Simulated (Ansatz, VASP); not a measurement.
# LaSb in two plane-wave programs

One calculation is typed for both programs; each brings its own data sets and cutoff. How far apart do they land? The cell is taken from a series of VASP runs on this material, whose earlier steps may have relaxed, scaled or displaced it; both programs get it as it stands.

Main program and level: Ansatz 0.2.0; plane waves, with VASP 6.6.1 beside it; zone-centre phonons at PBEsol.

### Step 1. The starting structure

It takes space group Fm-3m (No. 225, cubic). The conventional cell has a = 6.452 Å, b = 6.452 Å, c = 6.452 Å, α = 90.00°, β = 90.00°, γ = 90.00°. Nearest to La lie 6 Sb at 3.23 Å. Nearest to Sb lie 6 La at 3.23 Å. Farther neighbours are not listed.

### Step 2. VASP: zone-centre phonons, PBEsol

Second derivatives magnify differences that forces hide, and they need a tight electronic threshold.

Lines of VASP's logs that name or quote its potential files are left out, and so is its time.

Input file INCAR:

```
SYSTEM = LaSb
PREC = Accurate
ENCUT = 500
EDIFF = 1E-08
NELM = 100
ISMEAR = 0
SIGMA = 0.05
LREAL = .FALSE.
ALGO = Normal
GGA = PS
NBANDS = 14
LASPH = .TRUE.
LORBIT = 11
LWAVE = .FALSE.
LCHARG = .FALSE.
KPAR = 4
IBRION = 8
ISIF = 2
```

Input file POSCAR:

```
LaSb
1.0
    0.0000000000      3.2262130085      3.2262130085
    3.2262130085      0.0000000000      3.2262130085
    3.2262130085      3.2262130085      0.0000000000
La Sb
1 1
Direct
    0.0000000000      0.0000000000      0.0000000000
    0.5000000000      0.5000000000      0.5000000000
```

Input file KPOINTS:

```
Automatic mesh
0
Gamma
12 12 12
0 0 0
```

The projector-augmented-wave data sets are La and Sb (PBE family, release 64).

Command:

```sh
$ mpirun -np 4 vasp_std
```

Numbers of over 12 decimals in the logs are rounded to 6 here.

The program printed:

```text
[banner, memory and clock lines left out]
running    4 mpi-ranks, on    1 nodes
 distrk:  each k-point on    1 cores,    4 groups
 distr:  one band on    1 cores,    1 groups

 POSCAR found type information on POSCAR LaSb
 POSCAR found :  2 types and       2 ions
|                                                                             |
|               ----> ADVICE to this user running VASP <----                  |
|                                                                             |
|     You enforced a specific xc type in the INCAR file but a different       |
|     [... a line on the potential file left out ...]
|     I HOPE YOU KNOW WHAT YOU ARE DOING!                                     |
|                                                                             |

 LDA part: xc-table for (Slater+PW92), standard interpolation
 POSCAR, INCAR and KPOINTS ok, starting setup
 FFT: planning ... GRIDC
 FFT: planning ... GRID_SOFT
 FFT: planning ... GRID
 WAVECAR not read
 entering main loop
       N       E                     dE             d eps       ncg     rms          rms(c)
DAV:   1     0.130729959588E+03    0.13073E+03   -0.52509E+03  2024   0.129E+03
DAV:   2     0.254890828953E+00   -0.13048E+03   -0.12351E+03  2624   0.202E+02
DAV:   3    -0.117573252097E+02   -0.12012E+02   -0.11737E+02  2742   0.980E+01
DAV:   4    -0.124712528568E+02   -0.71393E+00   -0.70740E+00  3860   0.187E+01
DAV:   5    -0.124970894483E+02   -0.25837E-01   -0.25771E-01  2804   0.337E+00    0.339E+00
DAV:   6    -0.124236901644E+02    0.73399E-01   -0.14332E-01  3154   0.190E+00    0.215E+00
DAV:   7    -0.124095996366E+02    0.14091E-01   -0.72313E-02  3326   0.172E+00    0.655E-01
DAV:   8    -0.124112887158E+02   -0.16891E-02   -0.16751E-02  3274   0.109E+00    0.142E-01
DAV:   9    -0.124115426138E+02   -0.25390E-03   -0.22748E-03  3824   0.416E-01    0.942E-02
DAV:  10    -0.124118984201E+02   -0.35581E-03   -0.11879E-03  2858   0.275E-01    0.348E-02
DAV:  11    -0.124119431048E+02   -0.44685E-04   -0.32474E-04  3964   0.157E-01    0.351E-02
DAV:  12    -0.124119854904E+02   -0.42386E-04   -0.99288E-05  2974   0.652E-02    0.206E-02
DAV:  13    -0.124120035109E+02   -0.18021E-04   -0.88293E-05  3646   0.564E-02    0.111E-02
DAV:  14    -0.124120050620E+02   -0.15510E-05   -0.12573E-05  3466   0.275E-02    0.416E-03
DAV:  15    -0.124120052127E+02   -0.15074E-06   -0.28991E-06  3484   0.101E-02    0.194E-03
DAV:  16    -0.124120051902E+02    0.22492E-07   -0.11133E-07  3242   0.225E-03    0.676E-04
DAV:  17    -0.124120051650E+02    0.25241E-07   -0.59418E-08  3422   0.160E-03    0.188E-04
DAV:  18    -0.124120051546E+02    0.10355E-07   -0.23937E-09  2178   0.475E-04    0.781E-05
DAV:  19    -0.124120051560E+02   -0.13845E-08   -0.60783E-10  2106   0.335E-04
   1 F= -.12412005E+02 E0= -.12411895E+02  d E =-.219475E-03
 Linear response reoptimize wavefunctions to high precision
DAV:   1    -0.124120051540E+02    0.20095E-08   -0.79818E-10  2418   0.230E-04
DAV:   2    -0.124120051540E+02   -0.37971E-10   -0.17098E-10  2094   0.171E-04
 Linear response DOF=           2
 Linear response progress:
  Degree of freedom:   1/  2
       N       E                     dE             d eps       ncg     rms          rms(c)
RMM:   1    -0.288560460689E+00   -0.28856E+00   -0.11709E-02  8796   0.136E+01
RMM:   2    -0.266055797743E+00    0.22505E-01   -0.95322E-02  8058   0.255E+00    0.770E-02
RMM:   3    -0.265620395818E+00    0.43540E-03   -0.35091E-02 10461   0.123E+00    0.401E-02
RMM:   4    -0.267136745853E+00   -0.15164E-02   -0.13602E-02 11546   0.594E-01    0.447E-02
RMM:   5    -0.268484069006E+00   -0.13473E-02   -0.65285E-03 11235   0.346E-01    0.312E-02
RMM:   6    -0.269200203607E+00   -0.71613E-03   -0.35385E-03 11906   0.234E-01    0.250E-02
RMM:   7    -0.269550547984E+00   -0.35034E-03   -0.25853E-03 12054   0.167E-01    0.197E-02
RMM:   8    -0.270150296923E+00   -0.59975E-03   -0.14316E-03 11143   0.145E-01    0.850E-03
RMM:   9    -0.270228430317E+00   -0.78133E-04   -0.73016E-04 11755   0.960E-02    0.569E-03
RMM:  10    -0.270262696450E+00   -0.34266E-04   -0.45828E-04 12374   0.675E-02    0.909E-03
RMM:  11    -0.270312956485E+00   -0.50260E-04   -0.26626E-04 12122   0.510E-02    0.965E-03
RMM:  12    -0.270238281688E+00    0.74675E-04   -0.13846E-04 10871   0.408E-02    0.176E-02
RMM:  13    -0.270202550311E+00    0.35731E-04   -0.82996E-05 11653   0.297E-02    0.223E-02
RMM:  14    -0.270337114296E+00   -0.13456E-03   -0.61542E-05 11571   0.322E-02    0.133E-02
[...]
RMM:  25    -0.270511970541E+00    0.74441E-06   -0.47330E-06 11554   0.346E-03    0.295E-05
RMM:  26    -0.270511880057E+00    0.90484E-07   -0.42153E-06 11742   0.315E-03    0.436E-05
RMM:  27    -0.270512467622E+00   -0.58756E-06   -0.29907E-06 11478   0.311E-03    0.240E-05
RMM:  28    -0.270513068291E+00   -0.60067E-06   -0.27825E-06 11581   0.295E-03    0.127E-05
RMM:  29    -0.270513256563E+00   -0.18827E-06   -0.20253E-06 11847   0.291E-03    0.731E-06
RMM:  30    -0.270513712595E+00   -0.45603E-06   -0.18464E-06 11635   0.281E-03    0.880E-06
RMM:  31    -0.270513704036E+00    0.85589E-08   -0.14087E-06 11891   0.278E-03    0.789E-06
RMM:  32    -0.270513830242E+00   -0.12621E-06   -0.12569E-06 11749   0.271E-03    0.797E-06
 first order change of Fermi-energy   0.34994E-03
 force on displaced ion       1 direction 1 :  -3.892   0.000   0.000
 Linear response progress:
  Degree of freedom:   2/  2
       N       E                     dE             d eps       ncg     rms          rms(c)
RMM:   1    -0.298995737212E-01   -0.29900E-01    0.92479E-04  9785   0.131E+00
RMM:   2    -0.281003527671E-01    0.17992E-02   -0.42044E-03  7730   0.626E-01    0.463E-02
RMM:   3    -0.286165098222E-01   -0.51616E-03   -0.18664E-03 10419   0.161E-01    0.322E-02
RMM:   4    -0.292237161720E-01   -0.60721E-03   -0.47472E-04  9645   0.144E-01    0.111E-02
RMM:   5    -0.290846446023E-01    0.13907E-03   -0.11404E-04 10455   0.539E-02    0.576E-03
RMM:   6    -0.290985671158E-01   -0.13923E-04   -0.72349E-05 10833   0.320E-02    0.336E-03
RMM:   7    -0.291219241157E-01   -0.23357E-04   -0.10767E-05 10968   0.144E-02    0.193E-03
RMM:   8    -0.291405803665E-01   -0.18656E-04   -0.34478E-06 10750   0.102E-02    0.481E-04
RMM:   9    -0.291381357881E-01    0.24446E-05   -0.13024E-06 11710   0.389E-03    0.559E-04
RMM:  10    -0.291405283914E-01   -0.23926E-05   -0.33714E-07 11891   0.232E-03    0.301E-04
RMM:  11    -0.291413537243E-01   -0.82533E-06   -0.67454E-08 11820   0.163E-03    0.868E-05
RMM:  12    -0.291406359373E-01    0.71779E-06    0.11908E-07 11504   0.117E-03    0.893E-05
RMM:  13    -0.291408601243E-01   -0.22419E-06    0.11193E-07 11705   0.899E-04    0.454E-05
RMM:  14    -0.291409670392E-01   -0.10691E-06    0.10634E-07 11532   0.813E-04    0.219E-05
RMM:  15    -0.291409977579E-01   -0.30719E-07    0.13884E-08 11583   0.705E-04    0.167E-05
RMM:  16    -0.291410617211E-01   -0.63963E-07    0.21482E-10 11419   0.685E-04    0.616E-06
RMM:  17    -0.291410829606E-01   -0.21239E-07   -0.45512E-09 11462   0.645E-04    0.133E-06
RMM:  18    -0.291410891998E-01   -0.62392E-08    0.12862E-08 11474   0.628E-04    0.189E-06
 first order change of Fermi-energy   0.58893E-04
 force on displaced ion       2 direction 1 :  -3.864   0.000   0.000
 Linear response finished
```

From OUTCAR (step 2):

```text
ion  position               nearest neighbor table
   1  0.000  0.000  0.000-   2 3.23   2 3.23   2 3.23   2 3.23   2 3.23   2 3.23
   2  0.500  0.500  0.500-   1 3.23   1 3.23   1 3.23   1 3.23   1 3.23   1 3.23

  LATTYP: Found a face centered cubic cell.
 ALAT       =     6.4524260170

 Subroutine GETGRP returns: Found 48 space group operations
 (whereof 48 operations were pure point group operations)

The static configuration has the point symmetry O_h .

 Found     72 irreducible k-points:

   k-points           NKPTS =     72   k-points in BZ     NKDIM =     72   number of bands    NBANDS=     14

   dimension x,y,z NGX =    36 NGY =   36 NGZ =   36
   dimension x,y,z NGXF=    72 NGYF=   72 NGZF=   72

   ENCUT  =  500.0 eV  36.75 Ry    6.06 a.u.   8.32  8.32  8.32*2*pi/ulx,y,z

   NELECT =      16.0000    total number of electrons

 k-points in reciprocal lattice and weights: Automatic mesh
   0.00000000  0.00000000  0.00000000       0.001
   0.08333333  0.00000000  0.00000000       0.005
   0.16666667  0.00000000  0.00000000       0.005
   0.25000000  0.00000000  0.00000000       0.005
   0.33333333  0.00000000  0.00000000       0.005
   0.41666667  0.00000000  0.00000000       0.005
   0.50000000  0.00000000  0.00000000       0.002
   0.08333333  0.08333333  0.00000000       0.003
   0.16666667  0.08333333  0.00000000       0.014
[...]
-0.33333333  0.50000000  0.16666667       0.007
  -0.25000000  0.50000000  0.25000000       0.003

 average (electrostatic) potential at core
       1 -97.0954       2 -84.3195

  Total       -0.0091460     -0.0091460     -0.0091460      0.0000000      0.0000000      0.0000000
  in kB       -0.2181882     -0.2181882     -0.2181882      0.0000000      0.0000000      0.0000000
  external PRESSURE =      -0.2181882 kB  Pullay stress =       0.0000000 kB

  energy-cutoff  :      500.00
  volume of cell :       67.16
      direct lattice vectors                 reciprocal lattice vectors
     0.000000000  3.226213008  3.226213008    -0.154980467  0.154980467  0.154980467
     3.226213008  0.000000000  3.226213008     0.154980467 -0.154980467  0.154980467
     3.226213008  3.226213008  0.000000000     0.154980467  0.154980467 -0.154980467

 POSITION                                       TOTAL-FORCE (eV/Angst)
 -----------------------------------------------------------------------------------
      0.00000      0.00000      0.00000         0.000000     -0.000000      0.000000
      3.22621      3.22621      3.22621        -0.000000      0.000000     -0.000000
 -----------------------------------------------------------------------------------
    total drift:                                0.000000      0.000000      0.000000

 Eigenvectors and eigenvalues of the dynamical matrix
 ----------------------------------------------------

   1 f  =    3.821586 THz    24.011733 2PiTHz  127.474385 cm-1    15.804802 meV
             X         Y         Z           dx          dy          dz
      0.000000  0.000000  0.000000     0.684759    0.000000    0.000000
      3.226213  3.226213  3.226213    -0.728770    0.000000   -0.000000

   2 f  =    3.821586 THz    24.011733 2PiTHz  127.474385 cm-1    15.804802 meV
             X         Y         Z           dx          dy          dz
      0.000000  0.000000  0.000000     0.000000    0.684759    0.000000
      3.226213  3.226213  3.226213     0.000000   -0.728770    0.000000

   3 f  =    3.821586 THz    24.011733 2PiTHz  127.474385 cm-1    15.804802 meV
             X         Y         Z           dx          dy          dz
      0.000000  0.000000  0.000000     0.000000    0.000000   -0.684759
      3.226213  3.226213  3.226213     0.000000    0.000000    0.728770

   4 f/i=    0.006868 THz     0.043150 2PiTHz    0.229075 cm-1     0.028402 meV
             X         Y         Z           dx          dy          dz
      0.000000  0.000000  0.000000     0.073109    0.204067    0.695785
      3.226213  3.226213  3.226213     0.068694    0.191744    0.653766

   5 f/i=    0.006868 THz     0.043150 2PiTHz    0.229075 cm-1     0.028402 meV
             X         Y         Z           dx          dy          dz
      0.000000  0.000000  0.000000    -0.699497   -0.164319    0.121692
      3.226213  3.226213  3.226213    -0.657254   -0.154396    0.114343

   6 f/i=    0.006868 THz     0.043150 2PiTHz    0.229075 cm-1     0.028402 meV
             X         Y         Z           dx          dy          dz
      0.000000  0.000000  0.000000    -0.190958    0.680045   -0.179386
      3.226213  3.226213  3.226213    -0.179426    0.638977   -0.168553

 ELASTIC MODULI CONTR FROM IONIC RELAXATION (kBar)
 Direction    XX          YY          ZZ          XY          YZ          ZX
 --------------------------------------------------------------------------------
 XX           0.0000      0.0000      0.0000      0.0000      0.0000      0.0000
 YY           0.0000      0.0000      0.0000      0.0000      0.0000      0.0000
 ZZ           0.0000      0.0000      0.0000      0.0000      0.0000      0.0000
 XY           0.0000      0.0000      0.0000      0.0000      0.0000      0.0000
 YZ           0.0000      0.0000      0.0000      0.0000      0.0000      0.0000
 ZX           0.0000      0.0000      0.0000      0.0000      0.0000      0.0000
 --------------------------------------------------------------------------------
```

Energies printed during the response cycles are not total energies of the cell.

(Continued in part 2 of 2.)

[Lines on the potential files, build, host, timing and source positions are cut from VASP's logs without a mark.]

[Logs are printed without paths, hosts, clocks, repeated set-up lines and the standing remarks that a program may print on its own settings, such as how far it seeks lower states.]

[Hosts, paths, dates, database ids (printed as entryN), source tags and the programs' standing remarks are cut or masked in the printed files.]
